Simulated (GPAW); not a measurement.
# FeO (Wuestite) (Fm-3m) in GPAW: notebook

The runs below take FeO (Wuestite) through band structure, phonons, Fermi surface, with RPBE, revPBE, PW91+D3(BJ), r2SCAN+U.

Everything below comes from runs of GPAW 26.7.0. Logs are shortened: lines on timing, memory, paths and dates and some standing lists are left out, and cuts for length are marked. The log counts tension as positive stress, the text compression.

**The experiment to reproduce.**

From “W\"ustite: Electric, thermodynamic and optical properties of FeO”, 2012, arxiv:1203.1201, for a bulk crystal of FeO: band gap 2.4 eV (optical).

The results are compared with them further down.

## Step 1: The structure

The structure is cubic, space group Fm-3m (No. 225). The conventional cell has a = 4.311 Å, b = 4.311 Å, c = 4.311 Å, α = 90.00°, β = 90.00°, γ = 90.00°. Around Fe (site symmetry m-3m) lie 6 O at 2.16 Å. Around O (site symmetry m-3m) lie 6 Fe at 2.16 Å.

## Step 2: Band structure, RPBE, collinear spin, ferromagnetic start

File run.py:

```python
from ase.dft.bandgap import bandgap
from ase.io import read, write
from ase.units import GPa
from gpaw import GPAW, PW

atoms = read('POSCAR')
atoms.set_initial_magnetic_moments([3.0, 0.0])

calc = GPAW(mode=PW(800),
            xc='RPBE',
            kpts={'size': (11, 11, 11), 'gamma': True},
            occupations={'name': 'fermi-dirac', 'width': 0.05},
            nbands=17,
            convergence={'density': 1e-05, 'energy': 1e-05},
            maxiter=150,
            txt='gpaw.txt')
atoms.calc = calc
energy = atoms.get_potential_energy()
forces = atoms.get_forces()
stress = atoms.get_stress()
calc.write('gs.gpw')
write('result.traj', atoms)
print(f'Energy: {energy:.6f} eV')
print('Forces (eV/A):')
print(forces.round(4))
print('Stress (GPa):', (stress / GPa).round(3))
print('Moments:', calc.get_magnetic_moments().round(3))
print('Fermi level:', round(calc.get_fermi_level(), 4), 'eV')
print(f'Gap: {bandgap(calc)[0]:.4f} eV, direct: {bandgap(calc, direct=True)[0]:.4f} eV')

path = atoms.cell.bandpath('GXWKGLUWLK,UX', npoints=60, eps=1e-4)
bs_calc = calc.fixed_density(kpts=path, symmetry='off', nbands=26,
                             convergence={'bands': 'CBM+6.0', 'eigenstates': 1e-6}, txt='bands.txt')
bs = bs_calc.band_structure()
bs.write('bs.json')
print(f'Gap on the path: {bandgap(bs_calc)[0]:.4f} eV')
```

File POSCAR:

```
FeO
1.0
    0.0000000000      2.1554000000      2.1554000000
    2.1554000000      0.0000000000      2.1554000000
    2.1554000000      2.1554000000      0.0000000000
Fe O
1 1
Direct
    0.0000000000      0.0000000000      0.0000000000
    0.5000000000      0.5000000000      0.5000000000
```

Potentials or basis: the program's PAW data sets (release 1.2.1) made for this functional, pw.

Run with:

```bash
> OMP_NUM_THREADS=1 python run.py
```

gpaw.txt:

```text
__  _  _
 | _ |_)|_||  |
 |__||  | ||/\| - 26.7.0

Input parameters:
  mode=PW(ecut=800.0),
  convergence={'density': 1e-05, 'energy': 1e-05},
  kpts=MonkhorstPack(size=(11, 11, 11), gamma=True),
  maxiter=150,
  nbands=17,
  occupations=Occupations(name='fermi-dirac', width=0.05),
  xc=XC(name='RPBE')

Diagonalizing LCAO Hamiltonian
Converting LCAO to pw mode

              O

       Fe

Atoms  # Å, Bohr magnetons
|   | symbol |        x |        y |        z |    initial magnetic moments |
|---|--------|----------|----------|----------|-----------------------------|
| 0 |     Fe | 0.000000 | 0.000000 | 0.000000 | ( 0.0000,  0.0000,  3.0000) |
| 1 |      O | 2.155400 | 2.155400 | 2.155400 | ( 0.0000,  0.0000,  0.0000) |

Unit cell  # Å
| periodic |        x |        y |        z |  lengths |    angles |
|----------|----------|----------|----------|----------|-----------|
|      yes | 0.000000 | 2.155400 | 2.155400 | 3.048196 | 60.000000 |
|      yes | 2.155400 | 0.000000 | 2.155400 | 3.048196 | 60.000000 |
|      yes | 2.155400 | 2.155400 | 0.000000 | 3.048196 | 60.000000 |

Number of symmetries: 48
Symmetry operations  # r_c * U_cc + t_c -> r_c
|    | kind |            matrix            |
|----|------|------------------------------|
|  0 |  σ   |  1, 0, 0,  1, 0,-1,  1,-1, 0 |
|  1 |  C2  |  1, 0, 0,  1,-1, 0,  1, 0,-1 |
|  2 |  E   |  1, 0, 0,  0, 1, 0,  0, 0, 1 |
|  3 |  σ   |  1, 0, 0,  0, 0, 1,  0, 1, 0 |
|  4 |  C4  |  1, 0,-1,  1, 0, 0,  1,-1, 0 |
|  5 |  S6  |  1, 0,-1,  1,-1, 0,  1, 0, 0 |
|  6 |  σ   |  1, 0,-1,  0, 1,-1,  0, 0,-1 |
|  7 |  C3  |  1, 0,-1,  0, 0,-1,  0, 1,-1 |
|  8 |  S6  |  1,-1, 0,  1, 0, 0,  1, 0,-1 |
|  9 |  C4  |  1,-1, 0,  1, 0,-1,  1, 0, 0 |
| 10 |  C3  |  1,-1, 0,  0,-1, 1,  0,-1, 0 |
| 11 |  σ   |  1,-1, 0,  0,-1, 0,  0,-1, 1 |
| 12 |  σ   |  0, 1, 0,  1, 0, 0,  0, 0, 1 |
| 13 |  C4  |  0, 1, 0,  0, 1,-1, -1, 1, 0 |
| 14 |  C3  |  0, 1, 0,  0, 0, 1,  1, 0, 0 |
| 15 |  S6  |  0, 1, 0, -1, 1, 0,  0, 1,-1 |
| 16 |  C2  |  0, 1,-1,  1, 0,-1,  0, 0,-1 |
| 17 |  σ   |  0, 1,-1,  0, 1, 0, -1, 1, 0 |
| 18 |  S4  |  0, 1,-1,  0, 0,-1,  1, 0,-1 |
| 19 |  C4  |  0, 1,-1, -1, 1, 0,  0, 1, 0 |
| 20 |  C3  |  0, 0, 1,  1, 0, 0,  0, 1, 0 |
| 21 |  σ   |  0, 0, 1,  0, 1, 0,  1, 0, 0 |
| 22 |  S6  |  0, 0, 1,  0,-1, 1, -1, 0, 1 |
| 23 |  C4  |  0, 0, 1, -1, 0, 1,  0,-1, 1 |
| 24 |  S4  |  0, 0,-1,  1, 0,-1,  0, 1,-1 |
| 25 |  C3  |  0, 0,-1,  0, 1,-1,  1, 0,-1 |
| 26 |  C2  |  0, 0,-1,  0,-1, 0, -1, 0, 0 |
| 27 |  S6  |  0, 0,-1, -1, 0, 0,  0,-1, 0 |
| 28 |  S4  |  0,-1, 1,  1,-1, 0,  0,-1, 0 |
| 29 |  C4  |  0,-1, 1,  0, 0, 1, -1, 0, 1 |
| 30 |  C2  |  0,-1, 1,  0,-1, 0,  1,-1, 0 |
| 31 |  σ   |  0,-1, 1, -1, 0, 1,  0, 0, 1 |
| 32 |  C3  |  0,-1, 0,  1,-1, 0,  0,-1, 1 |
| 33 |  S6  |  0,-1, 0,  0, 0,-1, -1, 0, 0 |
| 34 |  S4  |  0,-1, 0,  0,-1, 1,  1,-1, 0 |
| 35 |  C2  |  0,-1, 0, -1, 0, 0,  0, 0,-1 |
| 36 |  C2  | -1, 1, 0,  0, 1, 0,  0, 1,-1 |
| 37 |  S6  | -1, 1, 0,  0, 1,-1,  0, 1, 0 |
| 38 |  S4  | -1, 1, 0, -1, 0, 1, -1, 0, 0 |
| 39 |  C3  | -1, 1, 0, -1, 0, 0, -1, 0, 1 |
| 40 |  S6  | -1, 0, 1,  0, 0, 1,  0,-1, 1 |
| 41 |  C2  | -1, 0, 1,  0,-1, 1,  0, 0, 1 |
| 42 |  C3  | -1, 0, 1, -1, 1, 0, -1, 0, 0 |
| 43 |  S4  | -1, 0, 1, -1, 0, 0, -1, 1, 0 |
| 44 |  C2  | -1, 0, 0,  0, 0,-1,  0,-1, 0 |
| 45 |  i   | -1, 0, 0,  0,-1, 0,  0, 0,-1 |
| 46 |  σ   | -1, 0, 0, -1, 1, 0, -1, 0, 1 |
| 47 |  C2  | -1, 0, 0, -1, 0, 1, -1, 1, 0 |

BZ-sampling:
  Number of BZ points: 1331
  Number of IBZ points: 56

  Monkhorst-Pack size: [11, 11, 11]
  Monkhorst-Pack shift: [0, 0, 0]

K-points  # in reciprocal-cell coordinates
|     |                                coordinates |     weight |
|-----|--------------------------------------------|------------|
|   0 | (  0.00000000,   0.00000000,   0.00000000) | 0.00075131 |
|   1 | (  0.09090909,   0.09090909,   0.00000000) | 0.00450789 |
|   2 | (  0.09090909,   0.09090909,   0.09090909) | 0.00601052 |
|   3 | (  0.18181818,   0.09090909,   0.09090909) | 0.00901578 |
|   4 | (  0.18181818,   0.18181818,   0.00000000) | 0.00450789 |
|   5 | (  0.18181818,   0.18181818,   0.09090909) | 0.01803156 |
|   6 | (  0.18181818,   0.18181818,   0.18181818) | 0.00601052 |
|   7 | (  0.27272727,   0.18181818,   0.09090909) | 0.01803156 |
|   8 | (  0.27272727,   0.18181818,   0.18181818) | 0.01803156 |
|   9 | (  0.27272727,   0.27272727,   0.00000000) | 0.00450789 |
| ... |                                            |            |
|  55 | (  0.45454545,   0.45454545,   0.45454545) | 0.00601052 |

Plane wave coefficients: 1039
Cutoff: 800.0 eV

Spin-components: 2 (collinear spins)
Bands:           17
Projectors:      11
Spin-degeneracy: 1
Datatype:        complex128

Parallelization:
  kpt:    1
  domain: 1
  band:   1

Density:
  Valence electrons: 14.0
  Components: 2
  Grid points: [20 20 20]
  Charge: 0.0  # |e|

Potential:
  Grid points: [20 20 20]

species:
  Fe:
    name:    Iron
    Z:       26.0
    valence: 8
    core:    18
    charge:  0.0  # [|e|]
    compensation charges:
      type: gauss
      rc: 0.33  # [Å]
      lmax: 2
    cutoffs:
      filter: 2.06  # [Å]
      core: 2.67  # [Å]
    projectors
    | kind |    occ | energy [eV] | rcut [Å] |
    |------|--------|-------------|----------|
    |   4s |  2.000 |      -5.218 |    1.164 |
    |   4p |  0.000 |      -1.321 |    1.058 |
    |   3d |  6.000 |      -7.447 |    1.058 |
    |    s |        |      21.993 |    1.164 |
    |    p |        |      25.890 |    1.058 |
    |    d |        |      19.764 |    1.058 |

    Using partial waves for Fe as LCAO basis

  O:
    name:    Oxygen
    Z:       8.0
    valence: 6
    core:    2
    charge:  0.0  # [|e|]
    compensation charges:
      type: gauss
      rc: 0.21  # [Å]
      lmax: 2
    cutoffs:
      filter: 1.17  # [Å]
      core: 0.83  # [Å]
    projectors
    | kind |    occ | energy [eV] | rcut [Å] |
    |------|--------|-------------|----------|
    |   2s |  2.000 |     -24.041 |    0.688 |
    |   2p |  4.000 |      -8.984 |    0.598 |
    |    s |        |       3.170 |    0.688 |
    |    p |        |      18.228 |    0.598 |
    |    d |        |       0.000 |    0.619 |

    Using partial waves for O as LCAO basis

Reference energy: -36667.692683  # eV

eigensolver:
  PPCG
  Converge bands: occupied
  niter=2

density mixing:
  MSR1-Mixer
  Pratt-step length: 0.05
  Maximum mixing coefficient: 0.75
  Old densities: 10
  SVD Regularization: 0.005
  Good broyden scale: 1.0
  Trust region scale: 1.0
  Backstep threshold: 4.0
  History deletion threshold: 6.0
  Fourier metric: weight=20.0, sigma=0.015

occupation numbers:
  Fermi-Dirac:
    width: 0.0500  # eV

poisson solver:
  ecut: 6400.0  # eV

xc functional:
  name: RPBE with 2 nearest neighbor stencil

convergence criteria:
- Maximum integral of absolute [dens]ity change: 1e-05 electrons / valence electron
- Maximum [total energy] change in last 3 cyles: 1e-05 eV / valence electron
- Maximum integral of absolute [eigenst]ate change: 4e-08 eV^2 / valence electron
maximum number of iterations: 150

SCF iterations
|iter     | |      energy | eigst |  dens |  magmom |
|---------|-|-------------|-------|-------|---------|
|iter:   1| |  -15.595884 | -0.11 |       |  +3.0027|
|iter:   2| |  -15.371740 | -2.05 | -0.72 |  +3.0526|
|iter:   3| |  -15.055030 | -1.74 | -0.76 |  +3.6016|
|iter:   4| |  -15.108097 | -2.68 | -1.26 |  +3.8669|
|iter:   5| |  -15.119978 | -3.52 | -1.66 |  +4.0082|
|iter:   6| |  -15.119779 | -4.67 | -2.40 |  +4.0068|
|iter:   7| |  -15.120056 | -5.06 | -2.64 |  +4.0030|
|iter:   8| |  -15.120090 | -5.86 | -3.16 |  +4.0012|
|iter:   9| |  -15.120093c| -7.16 | -3.70 |  +4.0010|
|iter:  10| |  -15.120093c| -8.04c| -4.64 |  +4.0011|
|iter:  11| |  -15.120093c| -8.53c| -5.06c|  +4.0012|

Converged in 11 steps
Energy contributions relative to reference atoms: (reference = -36667.692683)

Energy contributions:
  Kinetic:          29.861963
  Coulomb:         -26.266496
  Zero:              0.244582
  External:          0.000000
  Xc:              -18.954427
  Entropy:          -0.011430
  Spinorbit:         0.000000
  ----------------------------
  Free energy:     -15.125807
  Extrapolated:    -15.120093

dipole moment: (-10.309818, -10.309818, -10.309818)  # |e|*Ang

Total magnetic moment: (0.000000, 0.000000, 4.001188)

Local magnetic moments
|        x |        y |        z |
|----------|----------|----------|
| 0.000000 | 0.000000 | 3.557826 |  # Fe   0
| 0.000000 | 0.000000 | 0.233322 |  # O    1

Fermi level: 9.482
Eigenvalues  # (at kpt = [0.000, 0.000, 0.000])
| band index |      eig [eV] | occ [0-1] |      eig [eV] | occ [0-1] |
|------------|---------------|-----------|---------------|-----------|
|          0 |       -11.473 |     1.000 |       -10.963 |     1.000 |
|          1 |         5.506 |     1.000 |         6.046 |     1.000 |
|          2 |         5.506 |     1.000 |         6.046 |     1.000 |
|          3 |         5.506 |     1.000 |         6.046 |     1.000 |
|          4 |         5.525 |     1.000 |         8.747 |     1.000 |
|          5 |         5.525 |     1.000 |         8.747 |     1.000 |
[... 9 lines left out ...]
|         15 |        29.988 |     0.000 |        31.720 |     0.000 |
|         16 |        29.988 |     0.000 |        31.720 |     0.000 |

No gap
No difference between direct/indirect transitions

Forces  # eV/Ang
|        x |        y |        z |
|----------|----------|----------|
| -0.00000 | -0.00000 | -0.00000 |  # Fe   0
|  0.00000 | -0.00000 | -0.00000 |  # O    1

Stress tensor  # eV/Ang^3
|         x |         y |         z |
|-----------|-----------|-----------|
| -0.041918 |  0.000000 | -0.000000 |
|  0.000000 | -0.041918 | -0.000000 |
| -0.000000 | -0.000000 | -0.041918 |

# Writing to gs.gpw (mode='')
```

Run time: 37 s. Hardware: 1 thread of Intel Xeon Platinum 8488C (Sapphire Rapids), shared host; peak memory 0.27 GiB.

What came out:

```
Free energy             : -15.1258 eV
Pressure                : 6.7 GPa
Band gap along the path : none (metal or under the smearing width)
Net moment              : 4.00 μB per cell
Site moments            : Fe +3.56; O +0.23 μB
```

Levels at the corners of the path, in eV from the Fermi level:
Spin up:
```
point  band 6  band 7  band 8  band 9  band 10
    Γ   -3.96   -3.96   -3.76   -3.76    -0.07
    X   -3.37   -2.89   -2.87   -2.87     5.16
    W   -3.11   -3.00   -2.86   -1.81     7.34
    K   -3.00   -2.73   -2.56   -1.79     6.67
    Γ   -3.96   -3.96   -3.76   -3.76    -0.07
    L   -3.14   -2.58   -0.43   -0.43     3.94
    U   -3.00   -2.73   -2.56   -1.79     6.67
    W   -3.11   -3.00   -2.86   -1.81     7.34
    L   -3.14   -2.58   -0.43   -0.43     3.94
    K   -3.00   -2.73   -2.56   -1.79     6.67
    U   -3.00   -2.73   -2.56   -1.79     6.67
    X   -3.37   -2.89   -2.87   -2.87     5.16
```
Spin down:
```
point  band 2  band 3  band 4  band 5  band 6  band 7  band 8  band 9
    Γ   -3.44   -3.44   -3.44   -0.74   -0.74   -0.74    0.26    0.26
    X   -7.10   -4.62   -4.62   -2.15    0.77    0.77    0.81    1.21
    W   -6.29   -6.29   -5.67   -0.05   -0.05    0.77    1.13    1.88
    K   -6.70   -6.27   -5.00   -0.82    0.58    0.68    1.36    1.82
    Γ   -3.44   -3.44   -3.44   -0.74   -0.74   -0.74    0.26    0.26
    L   -8.15   -5.27   -5.27    0.42    0.42    0.60    2.84    2.84
    U   -6.70   -6.27   -5.00   -0.82    0.58    0.68    1.36    1.82
    W   -6.29   -6.29   -5.67   -0.05   -0.05    0.77    1.13    1.88
    L   -8.15   -5.27   -5.27    0.42    0.42    0.60    2.84    2.84
    K   -6.70   -6.27   -5.00   -0.82    0.58    0.68    1.36    1.82
    U   -6.70   -6.27   -5.00   -0.82    0.58    0.68    1.36    1.82
    X   -7.10   -4.62   -4.62   -2.15    0.77    0.77    0.81    1.21
```

Caveat: a cell with one magnetic atom can't hold antiferromagnetic order, which such compounds often take; semilocal functionals often make such compounds metallic where correlation or magnetic order opens a gap, which also shifts bond lengths.

## Step 3: Band structure, revPBE, collinear spin, ferromagnetic start

run.py, as its differences from that of step 2:

```diff
@@ -2,4 +2,5 @@
 from ase.io import read, write
-from ase.units import GPa
+from ase.units import Bohr, GPa
 from gpaw import GPAW, PW
+from gpaw.elf import elf_from_dft_calculation
 
@@ -9,3 +10,3 @@
 calc = GPAW(mode=PW(800),
-            xc='RPBE',
+            xc='revPBE',
             kpts={'size': (11, 11, 11), 'gamma': True},
@@ -30,3 +31,9 @@
 
-path = atoms.cell.bandpath('GXWKGLUWLK,UX', npoints=60, eps=1e-4)
+# fields on the real-space grid
+write('density.cube', atoms, data=calc.get_pseudo_density() * Bohr**3)
+write('potential.cube', atoms, data=calc.get_electrostatic_potential())
+write('spin.cube', atoms, data=(calc.get_pseudo_density(spin=0) - calc.get_pseudo_density(spin=1)) * Bohr**3)
+write('elf.cube', atoms, data=elf_from_dft_calculation(calc).data)
+
+path = atoms.cell.bandpath('GXWKGLUWLK,UX', npoints=100, eps=1e-4)
 bs_calc = calc.fixed_density(kpts=path, symmetry='off', nbands=26,
```

POSCAR is that of step 2.

Potentials or basis: the program's PAW data sets (release 1.2.1) made for this functional, pw.

Run with:

```bash
> OMP_NUM_THREADS=1 python run.py
```

Run time: 47 s. Hardware: 1 thread of Intel Xeon Platinum 8488C (Sapphire Rapids), shared host; peak memory 0.31 GiB.

Results (log left out):

```
Free energy             : -15.2353 eV
Pressure                : 5.2 GPa
Band gap along the path : none (metal or under the smearing width)
Net moment              : 4.00 μB per cell
Site moments            : Fe +3.55; O +0.23 μB
```

Levels at the corners of the path, in eV from the Fermi level:
Spin up:
```tsv
point	band 5	band 6	band 7	band 8	band 9	band 10
Γ	-3.94	-3.94	-3.94	-3.74	-3.74	-0.07
X	-4.86	-3.35	-2.86	-2.84	-2.84	5.15
W	-3.09	-3.09	-2.98	-2.84	-1.79	7.33
K	-3.73	-2.98	-2.70	-2.54	-1.78	6.65
Γ	-3.94	-3.94	-3.94	-3.74	-3.74	-0.07
L	-3.12	-3.12	-2.56	-0.41	-0.41	3.93
U	-3.73	-2.98	-2.70	-2.54	-1.78	6.65
W	-3.09	-3.09	-2.98	-2.84	-1.79	7.33
L	-3.12	-3.12	-2.56	-0.41	-0.41	3.93
K	-3.73	-2.98	-2.70	-2.54	-1.78	6.65
U	-3.73	-2.98	-2.70	-2.54	-1.78	6.65
X	-4.86	-3.35	-2.86	-2.84	-2.84	5.15
```
Spin down:
| point | band 2 | band 3 | band 4 | band 5 | band 6 | band 7 | band 8 | band 9 |
| --- | --- | --- | --- | --- | --- | --- | --- | --- |
| Γ | -3.42 | -3.42 | -3.42 | -0.74 | -0.74 | -0.74 | 0.25 | 0.25 |
| X | -7.09 | -4.61 | -4.61 | -2.15 | 0.77 | 0.77 | 0.80 | 1.20 |
| W | -6.28 | -6.28 | -5.66 | -0.05 | -0.05 | 0.77 | 1.12 | 1.87 |
| K | -6.70 | -6.27 | -4.99 | -0.82 | 0.58 | 0.68 | 1.35 | 1.81 |
| Γ | -3.42 | -3.42 | -3.42 | -0.74 | -0.74 | -0.74 | 0.25 | 0.25 |
| L | -8.15 | -5.26 | -5.26 | 0.42 | 0.42 | 0.60 | 2.83 | 2.83 |
| U | -6.70 | -6.27 | -4.99 | -0.82 | 0.58 | 0.68 | 1.35 | 1.81 |
| W | -6.28 | -6.28 | -5.66 | -0.05 | -0.05 | 0.77 | 1.12 | 1.87 |
| L | -8.15 | -5.26 | -5.26 | 0.42 | 0.42 | 0.60 | 2.83 | 2.83 |
| K | -6.70 | -6.27 | -4.99 | -0.82 | 0.58 | 0.68 | 1.35 | 1.81 |
| U | -6.70 | -6.27 | -4.99 | -0.82 | 0.58 | 0.68 | 1.35 | 1.81 |
| X | -7.09 | -4.61 | -4.61 | -2.15 | 0.77 | 0.77 | 0.80 | 1.20 |

Caveat: a cell with one magnetic atom can't hold antiferromagnetic order, which such compounds often take; semilocal functionals often make such compounds metallic where correlation or magnetic order opens a gap, which also shifts bond lengths.

[end of part 1 of 2]
